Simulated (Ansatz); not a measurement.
The cell comes from COD entry 1534939, which wasn't checked; take it as a given geometry. The listed cell was then made from it by scaling, straining or moving an atom.

Re: DFT, PBE, all-electron LAPW, scalar-relativistic (Ansatz 0.2.0). What sets it apart from a plain run of this crystal: equal xx and yy strain of -3 %.

Command: `ansatz run input.yaml --threads 1 --pin off --max-ram 3072MiB --backend cpu --events-out ev --progress --plain --runs-dir out` The run took 31 s on 1 thread of Arm Neoverse V2 (shared host), peak memory 0.49 GiB.

```yaml
crystal:
  lattice:
    - [0.0, 1.91575, 1.975]
    - [1.91575, 0.0, 1.975]
    - [1.91575, 1.91575, 0.0]
  atoms:
    - { symbol: Re, position: [0.0, 0.0, 0.0] }
kpoints:
  mp_grid: { grid: [14, 14, 14] }
  band_path:
    path:
      - [0.0, 0.0, 0.0]
      - [0.0, 0.5, 0.5]
      - [0.25, 0.75, 0.5]
      - [0.0, 0.5, 0.0]
      - [0.0, 0.0, 0.0]
      - [0.5, 0.5, 0.0]
      - [0.3676125, 0.6323875, 0.0]
      - [-0.3676125, 0.3676125, 0.0]
      - [0.0, 0.0, 0.0]
    npoints: 5
scf:
  occupations: { method: fermi_dirac, width: 0.03 }
hamiltonian:
  xc: pbe
  pseudopotentials: { kind: all_electron, lapw: { basis_error: 0.001 } }
output:
  forces: true
  stress: true
  eigenvalues: true
```

Output (standing set-up lines are left out):

```
LAPW: plane waves up to 8.712 Å⁻¹, error target 1.0e-3 eV per atom; small_component_spin mean_spin; Re in spheres of 1.355 Å, 45 of its electrons in bands, Dirac shells []
Pseudopotential: Re, LAPW, valence charge 45, Koelling and Harmon's equation, gaussian nucleus
Crystal: 1 atoms, lattice volume = 14.497 Å³
Basis set: ecut = 289.1911906558546 eV, 169 PW (Γ), exchange–correlation at level 2
Bands: 27, of which v1, the nominal top of the filled ones, is band 23 counted from 1 (22 counted from 0)
Symmetry: 16 space group operations
Space group: I4/mmm (ITA 139), of the structure as read, at distance tolerance 2.4e-5 Å
k-points: 244 of 2744
iter 1 solved again at ethr=1.57e-4 eV; its pass at ethr=1.00e-1 eV (dr2=7.06e-2 eV) is discarded
SCF iter   1: F=—  HF=-454153.047885 eV  |F-HF|=—  |Δ(HF+E_count)|=         —  Δρ=3.22e-2  dr2=7.09e-2  ethr=1.57e-4  ⟨swp⟩=3.0  Hψ=40854  notcnv=0
preconditioner: auto → Kerker (q_TF=auto, 3.295 Å⁻¹)  [metal: Δε(μ)=0.029 eV  Ē_g=36.793 eV  σ=0.030 eV  W_gap=0.24  n_scr=14 (ndim 8)  ℏωp=50.7 eV  f_vac=0.000  D(μ)=1.00/eV (n_scr^D=14)]
SCF iter   2: F=—  HF=-454152.878980 eV  |F-HF|=—  |Δ(HF+E_count)|=   1.69e-1  Δρ=1.52e-2  dr2=1.96e-2  ethr=1.57e-4  ⟨swp⟩=2.1  Hψ=20527  notcnv=0
SCF iter   3: F=—  HF=-454152.869001 eV  |F-HF|=—  |Δ(HF+E_count)|=   9.98e-3  Δρ=9.66e-3  dr2=9.04e-3  ethr=4.36e-5  ⟨swp⟩=2.0  Hψ=19422  notcnv=0
SCF iter   4: F=—  HF=-454152.866868 eV  |F-HF|=—  |Δ(HF+E_count)|=         —  Δρ=5.46e-3  dr2=3.35e-3  ethr=2.01e-5  ⟨swp⟩=2.0  Hψ=19454  notcnv=0
the basis was enlarged: its passes take 145.3 KiB over the memory plan, 1 of 1 planned eigensolver slots
iter 5 solved again at ethr=5.82e-7 eV; its pass at ethr=7.43e-6 eV (dr2=2.62e-4 eV) is discarded
SCF iter   5: F=—  HF=-454152.867025 eV  |F-HF|=—  |Δ(HF+E_count)|=   1.56e-4  Δρ=1.40e-3  dr2=2.61e-4  ethr=5.82e-7  ⟨swp⟩=2.0  Hψ=33024  notcnv=0
SCF iter   6: F=—  HF=-454152.867055 eV  |F-HF|=—  |Δ(HF+E_count)|=   3.05e-5  Δρ=3.29e-4  dr2=1.21e-5  ethr=5.81e-7  ⟨swp⟩=2.0  Hψ=19423  notcnv=0
SCF iter   7: F=—  HF=-454152.867055 eV  |F-HF|=—  |Δ(HF+E_count)|=   3.17e-7  Δρ=9.15e-5  dr2=1.20e-6  ethr=2.70e-8  ⟨swp⟩=2.0  Hψ=19423  notcnv=0
SCF iter   8: F=-454152.867055 eV  HF=-454152.867055 eV  |F-HF|=3.13e-8  |Δ(HF+E_count)|=   2.20e-7  Δρ=2.58e-5  dr2=8.21e-8  ethr=2.68e-9  ⟨swp⟩=2.0  Hψ=19423  notcnv=0
SCF 1 converged in 8 iterations: F = -454152.867055 eV  dr2 = 8.21e-8
NSCF: frozen V_eff on 41 k-points
SCF converged after 8 iterations
Free energy (F): -454152.867055 eV
Harris-Foulkes:  -454152.867055 eV  (|F-HF|=3.13e-8)
Internal energy: -454152.863800 eV  (E = F + TS)
E sigma→0 (E₀):  -454152.865427 eV
Entropy (-TS):   -0.003255 eV (-3.255 meV/atom)
Fermi energy:    31.621342 eV
--- Per-component energies (eV) ---
  E_band       = -4678.247741
  E_kinetic    = 510342.557351
  E_xc         = -9045.657731
  E_electrostatic = -955449.763420  (all electrons and nuclei)
  E_smearing   = -0.003255  (= −TS)
  E_closure    = 0.000000  (closes the sum)
  E_atoms      = -454141.422780  (free atoms, spherical and without spin; not in F)
  Σ components = -454152.867055   (vs F -454152.867055, Δ=0.00e0)
  Basis errors (estimates in eV, not in F): energy 2.3e-4 per atom: plane waves 1.9e-4 (9.9e-5 summed), levels above the bands 3.7e-188, relativity 7.4e-8, radial functions 4.1e-5, core shells 1.7e-8; eigenvalues (radial functions only) 3.7e-6; not estimated: angular momenta, meshes, grids; target (lapw.basis_error) 1.0e-3; muffin-tin radii Re 1.355 Å
--- Forces (eV/Å), atoms counted from 1 ---
  atom   1  Re    -0.00000000     0.00000000     0.00000000
  max |Σ_I F_I| component: 9.86e-32 eV/Å
--- Stress (GPa, compression-positive) ---
       16.182207       0.000000       0.000000
        0.000000      16.182207      -0.000000
        0.000000      -0.000000       7.722362
  P = ⅓ Tr σ = 13.3623 GPa (133.623 kbar)
--- Band table (eV; the first three rows and the last of 244) ---
  k-point 0: bands = ["-409.7346", "-409.7346", "-409.7279", "-218.1293", "-218.1200", "-218.1096", "-218.1074", "-218.1074", "-48.4410", "-9.7080", "-9.6930", "-9.6930", "-5.5264", "-5.5264", "-5.5224", "-5.5156", "-5.4905", "-5.4853", "-5.4853", "21.3753", "29.3533", "29.8168", "29.8168", "32.6012", "33.2434", "44.6246", "49.5718"]
  k-point 1: bands = ["-409.7346", "-409.7346", "-409.7279", "-218.1293", "-218.1200", "-218.1096", "-218.1074", "-218.1074", "-48.4348", "-9.7664", "-9.7127", "-9.7003", "-5.5264", "-5.5256", "-5.5218", "-5.5145", "-5.4916", "-5.4869", "-5.4857", "21.6194", "29.3466", "29.7652", "29.9295", "32.5240", "33.1334", "45.0924", "49.1752"]
  k-point 2: bands = ["-409.7346", "-409.7346", "-409.7279", "-218.1293", "-218.1200", "-218.1096", "-218.1074", "-218.1074", "-48.4174", "-9.9537", "-9.7414", "-9.7207", "-5.5270", "-5.5234", "-5.5201", "-5.5113", "-5.4950", "-5.4913", "-5.4861", "22.3019", "29.0820", "29.8860", "30.1990", "32.4241", "32.9213", "46.1881", "47.7758"]
  k-point 243: bands = ["-409.7346", "-409.7346", "-409.7279", "-218.1293", "-218.1200", "-218.1096", "-218.1074", "-218.1074", "-48.2849", "-10.8979", "-10.1186", "-10.1186", "-5.5221", "-5.5140", "-5.5140", "-5.5091", "-5.5045", "-5.5045", "-5.4881", "24.6209", "25.5520", "34.0351", "35.5485", "36.3024", "36.3024", "44.0611", "44.0611"]
```
